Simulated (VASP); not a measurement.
# CdTe (F-43m) in VASP: notebook

One crystal, CdTe, is run at these levels: PBE; tasks: relaxation of cell and atoms.

Everything below comes from runs of VASP 6.6.1. Logs are shortened: lines on timing, memory, paths and dates and some standing lists are left out, and cuts for length are marked.

**1. The structure**

The structure is cubic, space group F-43m (No. 216). The conventional cell has a = 6.410 Å, b = 6.410 Å, c = 6.410 Å, α = 90.00°, β = 90.00°, γ = 90.00°. Around Cd (site symmetry -43m) lie 4 Te at 2.78 Å. Te (site symmetry -43m) is surrounded by 4 Cd at 2.78 Å.

**2. Relaxation of cell and atoms, PBE**

The input, INCAR:

```
SYSTEM = CdTe
ALGO = Normal ; EDIFF = 1E-6
EDIFFG = -0.01 ; ENCUT = 600
GGA = PE ; IBRION = 2
ISIF = 3 ; ISMEAR = 0
LASPH = .TRUE. ; LCHARG = .FALSE.
LREAL = .FALSE. ; LWAVE = .FALSE.
NELM = 80 ; NSW = 90
PREC = Accurate ; SIGMA = 0.03
```

The input, KPOINTS:

```
k-points
0
G
  8 8 8
  0 0 0
```

The input, POSCAR:

```
CdTe
1.0
    0.0000000000      3.2050000000      3.2050000000
    3.2050000000      0.0000000000      3.2050000000
    3.2050000000      3.2050000000      0.0000000000
Cd Te
1 1
Direct
    0.0000000000      0.0000000000      0.0000000000
    0.2500000000      0.2500000000      0.2500000000
```

Potentials or basis: VASP PAW PBE potentials, release 64 (Cd, Te).

Command:

```sh
> cat potpaw_PBE.64/Cd/POTCAR potpaw_PBE.64/Te/POTCAR > POTCAR
> mpirun -np 1 vasp_std > vasp.out
```

OUTCAR:

```text
SYSTEM = CdTe
   EDIFF = 1E-6
   EDIFFG = -0.01
   ENCUT = 600
   GGA = PE
   IBRION = 2
   ISIF = 3
   ISMEAR = 0
   LASPH = .TRUE.
   LREAL = .FALSE.
   NELM = 80
   NSW = 90
   PREC = Accurate

 ion  position               nearest neighbor table
   1  0.000  0.000  0.000-   2 2.78   2 2.78   2 2.78   2 2.78
   2  0.250  0.250  0.250-   1 2.78   1 2.78   1 2.78   1 2.78

  LATTYP: Found a face centered cubic cell.
 ALAT       =     6.4100000000

  Lattice vectors:

 A1 = (   0.0000000000,   3.2050000000,   3.2050000000)
 A2 = (   3.2050000000,   0.0000000000,   3.2050000000)
 A3 = (   3.2050000000,   3.2050000000,   0.0000000000)

Analysis of symmetry for initial positions (statically):
=====================================================================
 Subroutine PRICEL returns:
 Original cell was already a primitive cell.

 Routine SETGRP: Setting up the symmetry group for a
 face centered cubic supercell.

 Subroutine GETGRP returns: Found 24 space group operations
 (whereof 24 operations were pure point group operations)
 out of a pool of 48 trial point group operations.

The static configuration has the point symmetry T_d .

Analysis of symmetry for dynamics (positions and initial velocities):
=====================================================================
 Subroutine PRICEL returns:
 Original cell was already a primitive cell.

 Routine SETGRP: Setting up the symmetry group for a
 face centered cubic supercell.

 Subroutine GETGRP returns: Found 24 space group operations
 (whereof 24 operations were pure point group operations)
 out of a pool of 48 trial point group operations.

The dynamic configuration has the point symmetry T_d .

 Subroutine INISYM returns: Found 24 space group operations
 (whereof 24 operations are pure point group operations),
 and found     1 'primitive' translations

----------------------------------------------------------------------------------------

                                     Primitive cell

  volume of cell :      65.8437

  direct lattice vectors                    reciprocal lattice vectors
     0.000000000  3.205000000  3.205000000    -0.156006240  0.156006240  0.156006240
     3.205000000  0.000000000  3.205000000     0.156006240 -0.156006240  0.156006240
     3.205000000  3.205000000  0.000000000     0.156006240  0.156006240 -0.156006240

  length of vectors
     4.532554467  4.532554467  4.532554467     0.270210734  0.270210734  0.270210734

  position of ions in fractional coordinates (direct lattice)
     0.000000000  0.000000000  0.000000000
     0.250000000  0.250000000  0.250000000

  ion indices of the primitive-cell ions
   primitive index   ion index
                 1           1
                 2           2

----------------------------------------------------------------------------------------

 KPOINTS: k-points

Automatic generation of k-mesh.
 Grid dimensions read from file:
 generate k-points for:    8    8    8

 Generating k-lattice:

  Cartesian coordinates                     Fractional coordinates (reciprocal lattice)
    -0.019500780  0.019500780  0.019500780     0.125000000  0.000000000  0.000000000
     0.019500780 -0.019500780  0.019500780     0.000000000  0.125000000  0.000000000
     0.019500780  0.019500780 -0.019500780     0.000000000  0.000000000  0.125000000

  Length of vectors
     0.033776342  0.033776342  0.033776342

  Shift w.r.t. Gamma in fractional coordinates (k-lattice)
     0.000000000  0.000000000  0.000000000

 Subroutine IBZKPT returns following result:
 ===========================================

 Found     29 irreducible k-points:

 Following reciprocal coordinates:
            Coordinates               Weight
  0.000000  0.000000  0.000000      1.000000
  0.125000  0.000000  0.000000      8.000000
  0.250000  0.000000  0.000000      8.000000
  0.375000  0.000000  0.000000      8.000000
  0.500000  0.000000  0.000000      4.000000
  0.125000  0.125000  0.000000      6.000000
[... 16 lines left out ...]
  0.500000  0.250000  0.125000     48.000000
 -0.375000  0.250000  0.125000     24.000000
 [... further k-points ...]
   k-points           NKPTS =     29   k-points in BZ     NKDIM =     29   number of bands    NBANDS=     13
   number of dos      NEDOS =    301   number of ions     NIONS =      2
   total plane-waves  NPLWV =  46656
   dimension x,y,z NGX =    36 NGY =   36 NGZ =   36
   dimension x,y,z NGXF=    72 NGYF=   72 NGZF=   72
   ions per type =               1   1
   NGX,Y,Z   is equivalent  to a cutoff of  13.20, 13.20, 13.20 a.u.
   NGXF,Y,Z  is equivalent  to a cutoff of  26.41, 26.41, 26.41 a.u.
 SYSTEM =  CdTe
   PREC   = accura    normal or accurate (medium, high low for compatibility)
   ISTART =      0    job   : 0-new  1-cont  2-samecut
   ICHARG =      2    charge: 1-file 2-atom 10-const
   ISPIN  =      1    spin polarized calculation?
   LNONCOLLINEAR =      F non collinear calculations
   LSORBIT =      F    spin-orbit coupling
   LASPH  =      T    aspherical Exc in radial PAW
   ENCUT  =  600.0 eV  44.10 Ry    6.64 a.u.   9.05  9.05  9.05*2*pi/ulx,y,z
   NELM   =     80;   NELMIN=  2; NELMDL= -5     # of ELM steps
   EDIFF  = 0.1E-05   stopping-criterion for ELM
   LREAL  =      F    real-space projection
   EDIFFG = -.1E-01   stopping-criterion for IOM
   NSW    =     90    number of steps for IOM
   IBRION =      2    ionic relax: 0-MD 1-quasi-New 2-CG
   NFREE  =      1    steps in history (QN), initial steepest desc. (CG)
   ISIF   =      3    stress and relaxation
   ISYM   =      2    0-nonsym 1-usesym 2-fastsym
   POTIM  = 0.5000    time-step for ionic-motion
   TEBEG  =    0.0;   TEEND  =   0.0 temperature during run
   PSTRESS=    0.0 pullay stress
   NELECT =      18.0000    total number of electrons
   NUPDOWN=      -1.0000    fix difference up-down
   EMIN   =  10.00;   EMAX   =-10.00  energy-range for DOS
   EFERMI =   0.00;   METHOD = LEGACY
   ISMEAR =     0;   SIGMA  =   0.03  broadening in eV -4-tet -1-fermi 0-gaus
   EFERMI_NEDOS =   21; number of points for ismear=-14 and -15
   IALGO  =     38    algorithm
   IMIX   =      4    mixing-type and parameters
     AMIX     =   0.40;   BMIX     =  1.00
     AMIX_MAG =   1.60;   BMIX_MAG =  1.00
  volume/ion in A,a.u.               =      32.92       222.17
  Fermi-wavevector in a.u.,A,eV,Ry     =   1.062497  2.007828 15.359610  1.128899
  Thomas-Fermi vector in A             =   2.197950
   LORBIT       =      0    0 simple, 1 ext, 2 COOP (PROOUT), +10 PAW based schemes
   GGA     = PE    functional components
   LHFCALC =     F    Hartree Fock is set to
   AEXX    =    0.0000 exact exchange contribution
   IVDW    =     0    specifies the selected vdW correction
   LEPSILON=     F    determine dielectric tensor
   LRPA    =     F    only Hartree local field effects (RPA)
 conjugate gradient relaxation of ions
 non-spin polarized calculation
 Gauss-broadening in eV      SIGMA  =   0.03
  energy-cutoff  :      600.00
  volume of cell :       65.84
 maximum number of plane-waves:      2216
   NGX = 19   NGY = 19   NGZ = 19

--------------------------------------- Ionic step        1  -------------------------------------------

 number of electron      17.9999995 magnetization

 Free energy of the ion-electron system (eV)
  ---------------------------------------------------
  ext. energy  EPLUGINS =         0.00000000
  ---------------------------------------------------
  free energy    TOTEN  =        -4.72644497 eV

  energy without entropy =       -4.72644497  energy(sigma->0) =       -4.72644497

------------------------ aborting loop because EDIFF is reached ----------------------------------------

  FORCE on cell =-STRESS in cart. coord.  units (eV):
  Direction    XX          YY          ZZ          XY          YZ          ZX
  --------------------------------------------------------------------------------------
  -------------------------------------------------------------------------------------
  Total        1.7888376      1.7888376      1.7888376     -0.0000000     -0.0000000      0.0000000
  in kB       43.5278679     43.5278679     43.5278679     -0.0000000     -0.0000000      0.0000000
  external PRESSURE =      43.5278679 kB  Pullay stress =       0.0000000 kB

 VOLUME and BASIS-vectors are now :
 -----------------------------------------------------------------------------
  energy-cutoff  :      600.00
  volume of cell :       65.84
      direct lattice vectors                 reciprocal lattice vectors
     0.000000000  3.205000000  3.205000000    -0.156006240  0.156006240  0.156006240
     3.205000000  0.000000000  3.205000000     0.156006240 -0.156006240  0.156006240
     3.205000000  3.205000000  0.000000000     0.156006240  0.156006240 -0.156006240
[... 37 lines left out ...]
 POSITION                                       TOTAL-FORCE (eV/Angst)
 -----------------------------------------------------------------------------------
      3.34329     -0.00000      3.34329         0.000000      0.000000      0.000000
      1.67165      1.67165      1.67165        -0.000000     -0.000000     -0.000000
 -----------------------------------------------------------------------------------
    total drift:                               -0.000000     -0.000000     -0.000000

  FREE ENERGIE OF THE ION-ELECTRON SYSTEM (eV)
  ---------------------------------------------------
  free  energy   TOTEN  =        -4.8041238280 eV

  energy  without entropy=       -4.8041238280  energy(sigma->0) =       -4.80412383

--------------------------------------- Ionic step        3  -------------------------------------------

 number of electron      18.0000006 magnetization

 Free energy of the ion-electron system (eV)
  ---------------------------------------------------
  ext. energy  EPLUGINS =         0.00000000
  ---------------------------------------------------
  free energy    TOTEN  =        -4.81039512 eV

  energy without entropy =       -4.81039512  energy(sigma->0) =       -4.81039512

 E-fermi :   1.9272     XC(G=0):  -8.3005

 val. band max:        1.7821063566   @ k =   0.0000   0.0000   0.0000
 cond. band min:       2.3593917162   @ k =   0.0000   0.0000   0.0000
 fundamental gap:      0.5772853595
 Fermi energy:         1.9272421056

 k-point     1 :       0.0000    0.0000    0.0000
  band No.  band energies     occupation
      1      -9.0423      2.00000
      2      -6.3030      2.00000
      3      -6.3030      2.00000
      4      -6.3030      2.00000
      5      -6.0874      2.00000
      6      -6.0874      2.00000
      7       1.7821      2.00000
      8       1.7821      2.00000
      9       1.7821      2.00000
     10       2.3594      0.00000
     11       6.4219      0.00000
     12       6.4219      0.00000
     13       6.4219      0.00000

 k-point     2 :       0.1250    0.0000    0.0000
  band No.  band energies     occupation
      1      -8.9924      2.00000
      2      -6.2939      2.00000
      3      -6.2939      2.00000
      4      -6.2606      2.00000
      5      -6.0881      2.00000
      6      -6.0881      2.00000
      7       0.5992      2.00000
      8       1.6625      2.00000
      9       1.6625      2.00000
     10       3.2584      0.00000
     11       6.3754      0.00000
[... 339 lines left out ...]
 k-point    24 :      -0.3750    0.2500    0.1250
  band No.  band energies     occupation
      1      -8.6530      2.00000
      2      -6.2295      2.00000
      3      -6.2197      2.00000
      4      -6.0993      2.00000
      5      -6.0824      2.00000
      6      -5.7046      2.00000
      7      -2.1321      2.00000
      8      -0.0698      2.00000
      9       0.6648      2.00000
     10       4.8713      0.00000
     11       6.4431      0.00000
     12       7.6614      0.00000
     13       8.7970      0.00000

 [... further k-points ...]

------------------------ aborting loop because EDIFF is reached ----------------------------------------

  FORCE on cell =-STRESS in cart. coord.  units (eV):
  Direction    XX          YY          ZZ          XY          YZ          ZX
  --------------------------------------------------------------------------------------
  -------------------------------------------------------------------------------------
  Total        0.0087919      0.0087919      0.0087919      0.0000000      0.0000000      0.0000000
  in kB        0.1940117      0.1940117      0.1940117      0.0000000      0.0000000      0.0000000
  external PRESSURE =       0.1940117 kB  Pullay stress =       0.0000000 kB

 VOLUME and BASIS-vectors are now :
 -----------------------------------------------------------------------------
  energy-cutoff  :      600.00
  volume of cell :       72.60
      direct lattice vectors                 reciprocal lattice vectors
    -0.000000000  3.311140934  3.311140934    -0.151005351  0.151005351  0.151005351
     3.311140934 -0.000000000  3.311140934     0.151005351 -0.151005351  0.151005351
     3.311140934  3.311140934  0.000000000     0.151005351  0.151005351 -0.151005351

 POSITION                                       TOTAL-FORCE (eV/Angst)
 -----------------------------------------------------------------------------------
      0.00000      0.00000      0.00000        -0.000000     -0.000000     -0.000000
      1.65557      1.65557      1.65557         0.000000      0.000000      0.000000
 -----------------------------------------------------------------------------------
    total drift:                               -0.000000     -0.000000     -0.000001

  FREE ENERGIE OF THE ION-ELECTRON SYSTEM (eV)
  ---------------------------------------------------
  free  energy   TOTEN  =        -4.8103951157 eV

  energy  without entropy=       -4.8103951157  energy(sigma->0) =       -4.81039512

 reached required accuracy - stopping structural energy minimisation
```

Run time: 45 s. Hardware: 1 thread of Intel Xeon Platinum 8488C (Sapphire Rapids), shared host; peak memory 0.23 GiB.

Results:

```yaml
Free_energy: -4.8104 eV
Relaxed_volume: 36.30 Å³/atom
Relaxed_cell: a = 4.683 Å, b = 4.683 Å, c = 4.683 Å, α = 60.00°, β = 60.00°, γ = 60.00°
Space_group_after_relaxing_to_0.05_Å: F-43m (No. 216)
Energy_gained_by_relaxing: 42.0 meV/atom
Ionic_steps: 3
Pressure_after_relaxing: 0.0 GPa
Band_gap_on_the_k_mesh: 0.58 eV, direct
```

The path:
```tsv
step	energy change (eV)	largest force (eV/Å)	pressure (GPa)	volume (Å³)
1	0.0000	0.0000	4.35	65.84
2	-0.0777	0.0000	-0.93	74.74
3	-0.0840	0.0000	0.02	72.60
```

Final structure:
```cif
data_structure
_symmetry_space_group_name_H-M 'P 1'
_symmetry_Int_Tables_number 1
_cell_length_a 4.6827
_cell_length_b 4.6827
_cell_length_c 4.6827
_cell_angle_alpha 60.000
_cell_angle_beta 60.000
_cell_angle_gamma 60.000
_cell_volume 72.60
loop_
_atom_site_label
_atom_site_type_symbol
_atom_site_fract_x
_atom_site_fract_y
_atom_site_fract_z
_atom_site_occupancy
Cd1 Cd 0.00000 0.00000 0.00000 1
Te1 Te 0.25000 0.25000 0.25000 1
```

Levels at points of the mesh, in eV from the valence-band top:
| k point | band 5 | band 6 | band 7 | band 8 | band 9 | band 10 | band 11 | band 12 | band 13 |
| --- | --- | --- | --- | --- | --- | --- | --- | --- | --- |
| (0.00, 0.00, 0.00) | -7.87 | -7.87 | 0.00 | 0.00 | 0.00 | 0.58 | 4.64 | 4.64 | 4.64 |
| (0.50, 0.00, 0.00) | -7.86 | -7.57 | -4.07 | -0.68 | -0.68 | 1.75 | 5.21 | 5.21 | 7.01 |
| (0.50, 0.50, 0.00) | -7.84 | -7.45 | -4.00 | -1.65 | -1.65 | 2.67 | 2.74 | 8.50 | 8.80 |

Caveat: spin-orbit coupling is left out, which moves the levels of the heavy elements; the volume moved by +10 % from the deposited cell, more than functionals usually miss. PBE usually gives volumes a little too large and moduli too small.

**3. Relaxation of cell and atoms, PBE**

This run uses another cell than the first one, of 36.30 Å³/atom, 1.103 times its volume.

Changes to INCAR since step 2:

```diff
@@ -1,4 +1,4 @@
 SYSTEM = CdTe
-ALGO = Normal ; EDIFF = 1E-6
-EDIFFG = -0.01 ; ENCUT = 600
+ALGO = Normal ; EDIFF = 1E-7
+EDIFFG = -0.005 ; ENCUT = 600
 GGA = PE ; IBRION = 2
```

KPOINTS is that of step 2.

The input, POSCAR:

```
CdTe                                    
1.0
   -0.0000000000      3.3111409341      3.3111409341
    3.3111409341     -0.0000000000      3.3111409341
    3.3111409341      3.3111409341      0.0000000000
  Cd              Te            
     1     1
Direct
     0.0000000000000000    0.0000000000000000    0.0000000000000000
     0.2500000000000000    0.2500000000000000    0.2500000000000000
```

Potentials or basis: VASP PAW PBE potentials, release 64 (Cd, Te).

Command:

```sh
> cat potpaw_PBE.64/Cd/POTCAR potpaw_PBE.64/Te/POTCAR > POTCAR
> mpirun -np 1 vasp_std > vasp.out
```

It took 32 s on 1 thread of Intel Xeon Platinum 8488C (Sapphire Rapids), shared host; peak memory 0.25 GiB.

Results (log left out):

```yaml
Free_energy: -4.8118 eV
Pressure_after_relaxing: 0.0 GPa
Band_gap_on_the_k_mesh: 0.58 eV, direct
```

Final structure:
```xyz
2
Lattice="0.0000 3.3111 3.3111 3.3111 0.0000 3.3111 3.3111 3.3111 0.0000" Properties=species:S:1:pos:R:3 pbc="T T T"
Cd    0.0000    0.0000    0.0000
Te    1.6556    1.6556    1.6556
```

Levels at points of the mesh, in eV from the valence-band top:
```csv
k point,band 7,band 8,band 9,band 10,band 11,band 12
"(0.00, 0.00, 0.00)",0.00,0.00,0.00,0.58,4.64,4.64
"(0.50, 0.00, 0.00)",-4.07,-0.68,-0.68,1.75,5.21,5.21
"(0.50, 0.50, 0.00)",-4.00,-1.65,-1.65,2.67,2.74,8.50
```

Caveat: the relaxation stopped at its first step, so nothing moved; spin-orbit coupling is left out, which moves the levels of the heavy elements.
